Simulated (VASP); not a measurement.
CuCl (Nantokite):

```
CELL_PARAMETERS angstrom
0.00000 2.64977 2.64977
2.64977 0.00000 2.64977
2.64977 2.64977 0.00000
ATOMIC_POSITIONS crystal
Cu 0.00000 0.00000 0.00000
Cl 0.25000 0.25000 0.25000
```

Program: VASP 6.6.1. Alike in all runs: task band structure; potentials or basis VASP PAW PBE potentials, release 64 (Cu, Cl); no spin polarisation; cell as given; k mesh 6 × 6 × 6; cutoff (eV) 520; smearing gaussian 0.03 eV.

Problem. Order these runs on this cell by their band gap on the k mesh, lowest first.
A. level PBE0; exchange at q = 0 truncated
B. level PBE
C. level HSE06; screening parameter 0.2 1/A

Solution. B (0.67 eV), C (2.44 eV), A (3.14 eV).
